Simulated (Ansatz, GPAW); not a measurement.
This is a calculation of BAs for GPAW 26.7.0 (ASE script). 

File run.py:

```python
from ase import Atoms
from ase.dft.bandgap import bandgap
from ase.io import write
from ase.units import GPa
from gpaw import GPAW, PW

atoms = Atoms(['As', 'B'],
              cell=[[0.0, 2.3885, 2.3885],
                    [2.3885, 0.0, 2.3885],
                    [2.3885, 2.3885, 0.0]],
              scaled_positions=[[0.75, 0.75, 0.75],
                                [0.0, 0.0, 0.0]],
              pbc=True)

calc = GPAW(mode=PW(800),
            xc='PBE',
            kpts={'size': (10, 10, 10), 'gamma': True},
            occupations={'name': 'methfessel-paxton', 'order': 0, 'width': 0.025},
            nbands=11,
            convergence={'density': 1e-05, 'energy': 1e-05},
            maxiter=150,
            txt='gpaw.txt')
atoms.calc = calc
energy = atoms.get_potential_energy()
forces = atoms.get_forces()
stress = atoms.get_stress()
calc.write('gs.gpw')
write('result.traj', atoms)
print(f'Energy: {energy:.6f} eV')
print('Forces (eV/A):')
print(forces.round(4))
print('Stress (GPa):', (stress / GPa).round(3))
print('Fermi level:', round(calc.get_fermi_level(), 4), 'eV')
print(f'Gap: {bandgap(calc)[0]:.4f} eV, direct: {bandgap(calc, direct=True)[0]:.4f} eV')
```

Potentials or basis: GPAW PAW data sets (gpaw-data 1.2.1), pw.

Command:

```sh
$ OMP_NUM_THREADS=1 python run.py
```

**Question.** Set up the same calculation for Ansatz 0.2.0. Potentials or basis there: all-electron LAPW, scalar-relativistic.

**Answer.** As run (cutoffs and basis follow the program's own potentials, and thresholds, step limits or extra output files can differ):

input.yaml

```yaml
crystal:
  lattice:
    - [0.0, 2.3885, 2.3885]
    - [2.3885, 0.0, 2.3885]
    - [2.3885, 2.3885, 0.0]
  atoms:
    - { symbol: As, position: [0.75, 0.75, 0.75] }
    - { symbol: B, position: [0.0, 0.0, 0.0] }
kpoints:
  mp_grid: { grid: [10, 10, 10] }
scf:
  occupations: { method: gaussian, width: 0.025 }
hamiltonian:
  xc: pbe
  pseudopotentials: { kind: all_electron, lapw: { basis_error: 0.001 } }
output:
  forces: true
  stress: true
  eigenvalues: true
```

Potentials or basis: all-electron LAPW, scalar-relativistic.

Launch:

```bash
$ ansatz run input.yaml --threads 1 --pin off --max-ram 3072MiB --backend cpu --events-out ev --progress --plain --runs-dir out
```

Both were run:

|  | GPAW | Ansatz |
| --- | --- | --- |
| Pressure | 3.3 GPa | 2.7 GPa |

Where Ansatz's input types no cutoff or centring, it takes its own default and a Γ-centred mesh.

Pressure is positive in compression.
